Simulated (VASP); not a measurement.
# Te2Mo in VASP: further runs

Runs on Te2Mo. Level: PBE+D3(BJ). Tasks: single point, relaxation of the atoms.

Everything below comes from runs of VASP 6.6.1. Logs are shortened: lines on timing, memory, paths and dates and some standing lists are left out, and cuts for length are marked.

## Step 1: The structure

The cell holds a slab with vacuum, 9 atoms: a = 3.496 Å, b = 3.496 Å, c = 32.331 Å, α = 90.00°, β = 90.00°, γ = 120.00°.

## Step 2: Single point, PBE+D3(BJ)

INCAR reads:

```
PREC = Accurate
ENCUT = 520
EDIFF = 1E-6
ISMEAR = 0
SIGMA = 0.03
LREAL = F
LASPH = T
NELM = 80
ALGO = Normal
ISIF = 2
LWAVE = F
LCHARG = F
LDIPOL = T
IDIPOL = 3
DIPOL = 0.5 0.5 0.500
GGA = PE
IVDW = 12
LVHAR = T
LVACPOTAV = T
ICORELEVEL = 1
KPAR = 4
```

KPOINTS reads:

```
regular mesh
0
Gamma
  9 9 1
```

POSCAR reads:

```
Te2Mo
1.0
    3.4956861000      0.0000000000      0.0000000000
   -1.7478429500      3.0273529100      0.0000000000
    0.0000000000      0.0000000000     32.3310244000
Te Mo
6 3
Direct
    0.6666670000      0.3333340000      0.2319753300
    0.6666670000      0.3333340000      0.3444423600
    0.3333330000      0.6666660000      0.4437664800
    0.3333330000      0.6666660000      0.5562335200
    0.6666670000      0.3333340000      0.6555576400
    0.6666670000      0.3333340000      0.7680246700
    0.3333330000      0.6666660000      0.2882088500
    0.6666670000      0.3333340000      0.5000000000
    0.3333330000      0.6666660000      0.7117911500
```

Potentials or basis: VASP PAW PBE potentials, release 64 (Te, Mo_sv).

The run is started by

```sh
> cat potpaw_PBE.64/Te/POTCAR potpaw_PBE.64/Mo_sv/POTCAR > POTCAR
> mpirun -np 4 vasp_std > vasp.out
```

OUTCAR:

```text
PREC = Accurate
   ENCUT = 520
   EDIFF = 1E-6
   ISMEAR = 0
   LREAL = F
   LASPH = T
   NELM = 80
   ISIF = 2
   GGA = PE
   IVDW = 12
 IVDW          = 12

 ion  position               nearest neighbor table
   1  0.667  0.333  0.232-   7 2.72   7 2.72   7 2.72   2 3.64
   2  0.667  0.333  0.344-   7 2.72   7 2.72   7 2.72   1 3.64
   3  0.333  0.667  0.444-   8 2.72   8 2.72   8 2.72   4 3.64
   4  0.333  0.667  0.556-   8 2.72   8 2.72   8 2.72   3 3.64
   5  0.667  0.333  0.656-   9 2.72   9 2.72   9 2.72   6 3.64
   6  0.667  0.333  0.768-   9 2.72   9 2.72   9 2.72   5 3.64
   7  0.333  0.667  0.288-   2 2.72   2 2.72   1 2.72   1 2.72   2 2.72   1 2.72
   8  0.667  0.333  0.500-   3 2.72   4 2.72   3 2.72   4 2.72   3 2.72   4 2.72
   9  0.333  0.667  0.712-   5 2.72   5 2.72   6 2.72   6 2.72   5 2.72   6 2.72

  LATTYP: Found a hexagonal cell.
 ALAT       =     3.4956861000
 C/A-ratio  =     9.2488351285

  Lattice vectors:

 A1 = (   3.4956861000,   0.0000000000,   0.0000000000)
 A2 = (  -1.7478429500,   3.0273529100,   0.0000000000)
 A3 = (   0.0000000000,   0.0000000000,  32.3310244000)

Analysis of symmetry for initial positions (statically):
=====================================================================
 Subroutine PRICEL returns:
 Original cell was already a primitive cell.

 Routine SETGRP: Setting up the symmetry group for a
 hexagonal supercell.

 Subroutine GETGRP returns: Found 12 space group operations
 (whereof 12 operations were pure point group operations)
 out of a pool of 24 trial point group operations.

The static configuration has the point symmetry D_3h.

Analysis of symmetry for dynamics (positions and initial velocities):
=====================================================================
 Subroutine PRICEL returns:
 Original cell was already a primitive cell.

 Routine SETGRP: Setting up the symmetry group for a
 hexagonal supercell.

 Subroutine GETGRP returns: Found 12 space group operations
 (whereof 12 operations were pure point group operations)
 out of a pool of 24 trial point group operations.

The dynamic configuration has the point symmetry D_3h.

 Subroutine INISYM returns: Found 12 space group operations
 (whereof 12 operations are pure point group operations),
 and found     1 'primitive' translations

----------------------------------------------------------------------------------------

                                     Primitive cell

  volume of cell :     342.1487

  direct lattice vectors                    reciprocal lattice vectors
     3.495686100  0.000000000  0.000000000     0.286066875  0.165160781  0.000000000
    -1.747842950  3.027352910  0.000000000     0.000000000  0.330321581  0.000000000
     0.000000000  0.000000000 32.331024400     0.000000000  0.000000000  0.030930044

  length of vectors
     3.495686100  3.495686001 32.331024400     0.330321572  0.330321581  0.030930044

  position of ions in fractional coordinates (direct lattice)
     0.666667000  0.333334000  0.231975330
     0.666667000  0.333334000  0.344442360
     0.333333000  0.666666000  0.443766480
     0.333333000  0.666666000  0.556233520
     0.666667000  0.333334000  0.655557640
     0.666667000  0.333334000  0.768024670
     0.333333000  0.666666000  0.288208850
     0.666667000  0.333334000  0.500000000
     0.333333000  0.666666000  0.711791150

  ion indices of the primitive-cell ions
   primitive index   ion index
                 1           1
                 2           2
                 3           3
                 4           4
                 5           5
                 6           6
                 7           7
                 8           8
                 9           9

----------------------------------------------------------------------------------------

 KPOINTS: regular mesh
[... 33 lines left out ...]
  0.444444  0.111111  0.000000      6.000000
  0.222222  0.222222  0.000000      6.000000
  0.333333  0.222222  0.000000     12.000000
  0.333333  0.333333  0.000000      2.000000
   k-points           NKPTS =     12   k-points in BZ     NKDIM =     12   number of bands    NBANDS=     46
   number of dos      NEDOS =    301   number of ions     NIONS =      9
   total plane-waves  NPLWV = 188160
   dimension x,y,z NGX =    28 NGY =   28 NGZ =  240
   dimension x,y,z NGXF=    56 NGYF=   56 NGZF=  480
   ions per type =               6   3
   NGX,Y,Z   is equivalent  to a cutoff of  13.32, 13.32, 12.34 a.u.
   NGXF,Y,Z  is equivalent  to a cutoff of  26.63, 26.63, 24.68 a.u.
 SYSTEM =  unknown system
   PREC   = accura    normal or accurate (medium, high low for compatibility)
   ISTART =      0    job   : 0-new  1-cont  2-samecut
   ICHARG =      2    charge: 1-file 2-atom 10-const
   ISPIN  =      1    spin polarized calculation?
   LNONCOLLINEAR =      F non collinear calculations
   LSORBIT =      F    spin-orbit coupling
   LASPH  =      T    aspherical Exc in radial PAW
   ENCUT  =  520.0 eV  38.22 Ry    6.18 a.u.   6.50  6.50 60.11*2*pi/ulx,y,z
   NELM   =     80;   NELMIN=  2; NELMDL= -5     # of ELM steps
   EDIFF  = 0.1E-05   stopping-criterion for ELM
   LREAL  =      F    real-space projection
   EDIFFG = 0.1E-04   stopping-criterion for IOM
   NSW    =      0    number of steps for IOM
   IBRION =     -1    ionic relax: 0-MD 1-quasi-New 2-CG
   NFREE  =      0    steps in history (QN), initial steepest desc. (CG)
   ISIF   =      2    stress and relaxation
   ISYM   =      2    0-nonsym 1-usesym 2-fastsym
   POTIM  = 0.5000    time-step for ionic-motion
   TEBEG  =    0.0;   TEEND  =   0.0 temperature during run
   PSTRESS=    0.0 pullay stress
   NELECT =      78.0000    total number of electrons
   NUPDOWN=      -1.0000    fix difference up-down
   EMIN   =  10.00;   EMAX   =-10.00  energy-range for DOS
   EFERMI =   0.00;   METHOD = LEGACY
   ISMEAR =     0;   SIGMA  =   0.03  broadening in eV -4-tet -1-fermi 0-gaus
   EFERMI_NEDOS =   21; number of points for ismear=-14 and -15
   IALGO  =     38    algorithm
   IMIX   =      4    mixing-type and parameters
     AMIX     =   0.40;   BMIX     =  1.00
     AMIX_MAG =   1.60;   BMIX_MAG =  1.00
  volume/ion in A,a.u.               =      38.02       256.55
  Fermi-wavevector in a.u.,A,eV,Ry     =   1.000080  1.889877 13.608001  1.000160
  Thomas-Fermi vector in A             =   2.132413
   LORBIT       =      0    0 simple, 1 ext, 2 COOP (PROOUT), +10 PAW based schemes
   GGA     = PE    functional components
   LHFCALC =     F    Hartree Fock is set to
   AEXX    =    0.0000 exact exchange contribution
   IVDW    =    12    specifies the selected vdW correction
   LEPSILON=     F    determine dielectric tensor
   LRPA    =     F    only Hartree local field effects (RPA)
 non-spin polarized calculation
 Gauss-broadening in eV      SIGMA  =   0.03
  energy-cutoff  :      520.00
  volume of cell :      342.15
 maximum number of plane-waves:      9349
 NGX is ok and might be reduce to    28
   NGX = 13   NGY = 13   NGZ =121

 dipolmoment           0.000000      0.000000     -0.000000 electrons x Angstroem

 number of electron      77.9999999 magnetization

 dipolmoment           0.000000      0.000000      0.000000 electrons x Angstroem

 Free energy of the ion-electron system (eV)
  ---------------------------------------------------
  ext. energy  EPLUGINS =         0.00000000
  ---------------------------------------------------
  free energy    TOTEN  =       -53.90957510 eV

  energy without entropy =      -53.90957510  energy(sigma->0) =      -53.90957510

 the core state eigenenergies are
   1-  1s -31612.0500  2s  -4839.6230  2p  -4343.0187  3s   -955.8644  3p   -794.5221
       3d   -550.7686  4s   -155.4163  4p   -105.4609  4d    -32.7990
   2-  1s -31612.0569  2s  -4839.6304  2p  -4343.0259  3s   -955.8759  3p   -794.5336
       3d   -550.7795  4s   -155.4353  4p   -105.4808  4d    -32.8217
   3-  1s -31612.0675  2s  -4839.6407  2p  -4343.0362  3s   -955.8857  3p   -794.5434
       3d   -550.7893  4s   -155.4444  4p   -105.4898  4d    -32.8304
   4-  1s -31612.0675  2s  -4839.6407  2p  -4343.0362  3s   -955.8857  3p   -794.5434
       3d   -550.7893  4s   -155.4444  4p   -105.4898  4d    -32.8304
   5-  1s -31612.0569  2s  -4839.6304  2p  -4343.0259  3s   -955.8759  3p   -794.5336
       3d   -550.7795  4s   -155.4353  4p   -105.4808  4d    -32.8217
   6-  1s -31612.0500  2s  -4839.6230  2p  -4343.0187  3s   -955.8644  3p   -794.5221
       3d   -550.7686  4s   -155.4163  4p   -105.4609  4d    -32.7990
   7-  1s -19812.1099  2s  -2792.1965  2p  -2495.2046  3s   -469.4170  3p   -372.1238
       3d   -213.9399
   8-  1s -19812.1090  2s  -2792.1949  2p  -2495.2030  3s   -469.4159  3p   -372.1227
       3d   -213.9387
   9-  1s -19812.1099  2s  -2792.1965  2p  -2495.2046  3s   -469.4170  3p   -372.1238
       3d   -213.9399

 E-fermi :   4.1058     XC(G=0):  -7.1361

 val. band max:        3.7890688433   @ k =   0.0000   0.0000   0.0000
 cond. band min:       4.5836700910   @ k =   0.2222   0.2222   0.0000
 fundamental gap:      0.7946012477
 Fermi energy:         4.1057607066

 k-point     1 :       0.0000    0.0000    0.0000
  band No.  band energies     occupation
      1     -57.0480      2.00000
      2     -57.0476      2.00000
      3     -57.0476      2.00000
      4     -31.2273      2.00000
      5     -31.2273      2.00000
      6     -31.2253      2.00000
[... 577 lines left out ...]
     45       5.7743      0.00000
     46       6.1260      0.00000

------------------------ aborting loop because EDIFF is reached ----------------------------------------

 Edisp (eV)   -4.52097

 E8    (eV) :    -2.1192

  FORCE on cell =-STRESS in cart. coord.  units (eV):
  Direction    XX          YY          ZZ          XY          YZ          ZX
  --------------------------------------------------------------------------------------
  -------------------------------------------------------------------------------------
  Total       0.21050     0.21050     0.16563     0.00000    -0.00000     0.00000
  in kB       0.98572     0.98572     0.77560     0.00000    -0.00000     0.00000
  external pressure =        0.92 kB  Pullay stress =        0.00 kB

 VOLUME and BASIS-vectors are now :
 -----------------------------------------------------------------------------
  energy-cutoff  :      520.00
  volume of cell :      342.15
      direct lattice vectors                 reciprocal lattice vectors
     3.495686100  0.000000000  0.000000000     0.286066875  0.165160781  0.000000000
    -1.747842950  3.027352910  0.000000000     0.000000000  0.330321581  0.000000000
     0.000000000  0.000000000 32.331024400     0.000000000  0.000000000  0.030930044

 POSITION                                       TOTAL-FORCE (eV/Angst)
 -----------------------------------------------------------------------------------
      1.74784      1.00912      7.50000         0.000000      0.000000     -0.014193
      1.74784      1.00912     11.13617         0.000000      0.000000      0.035043
      0.00000      2.01823     14.34742         0.000000      0.000000     -0.005009
      0.00000      2.01823     17.98360         0.000000      0.000000      0.005009
      1.74784      1.00912     21.19485         0.000000      0.000000     -0.035043
      1.74784      1.00912     24.83102         0.000000      0.000000      0.014193
      0.00000      2.01823      9.31809         0.000000     -0.000000     -0.022869
      1.74784      1.00912     16.16551         0.000000      0.000000      0.000000
      0.00000      2.01823     23.01294        -0.000000     -0.000000      0.022869
 -----------------------------------------------------------------------------------
    total drift:                               -0.000002      0.002923      0.000000

  FREE ENERGIE OF THE ION-ELECTRON SYSTEM (eV)
  ---------------------------------------------------
  free  energy   TOTEN  =       -58.4305425028 eV

  energy  without entropy=      -58.4305425028  energy(sigma->0) =      -58.43054250

 vacuum level on the upper side and lower side of the slab         8.432         8.432
```

Wall time 94 s (4 MPI ranks of Intel Xeon 6975P-C (Granite Rapids), shared host); peak memory 0.51 GiB.

Results:

```yaml
Free_energy: -58.4305 eV
Largest_force: 0.035 eV/Å
Band_gap_on_the_k_mesh: 0.79 eV, indirect (least direct gap 1.12 eV)
Dispersion_energy_per_atom: -0.502 eV
Ionisation_potential_of_the_upper_face: 4.64 eV
```

Forces in eV/Å, atoms in the order of the input:
```
Te   0.000  0.000 -0.014
Te   0.000  0.000  0.035
Te   0.000  0.000 -0.005
Te   0.000  0.000  0.005
Te   0.000  0.000 -0.035
Te   0.000  0.000  0.014
Mo   0.000  0.000 -0.023
Mo   0.000  0.000  0.000
Mo   0.000  0.000  0.023
```

Core levels (eV, on the scale of the bands):
| atom | levels |
| --- | --- |
| 1 Te | 1s -31612.0, 2s -4839.6, 2p -4343.0, 3s -955.9, 3p -794.5, 3d -550.8, 4s -155.4, 4p -105.5, 4d -32.8 |
| 2 Te | 1s -31612.1, 2s -4839.6, 2p -4343.0, 3s -955.9, 3p -794.5, 3d -550.8, 4s -155.4, 4p -105.5, 4d -32.8 |
| 3 Te | 1s -31612.1, 2s -4839.6, 2p -4343.0, 3s -955.9, 3p -794.5, 3d -550.8, 4s -155.4, 4p -105.5, 4d -32.8 |
| 4 Te | 1s -31612.1, 2s -4839.6, 2p -4343.0, 3s -955.9, 3p -794.5, 3d -550.8, 4s -155.4, 4p -105.5, 4d -32.8 |
| 5 Te | 1s -31612.1, 2s -4839.6, 2p -4343.0, 3s -955.9, 3p -794.5, 3d -550.8, 4s -155.4, 4p -105.5, 4d -32.8 |
| 6 Te | 1s -31612.0, 2s -4839.6, 2p -4343.0, 3s -955.9, 3p -794.5, 3d -550.8, 4s -155.4, 4p -105.5, 4d -32.8 |

Caveat: spin-orbit coupling is left out, which moves the levels of the heavy elements. Expect the measured gap to be larger: semilocal functionals such as PBE lack the derivative discontinuity.

(Part 1 of 2 ends here.)
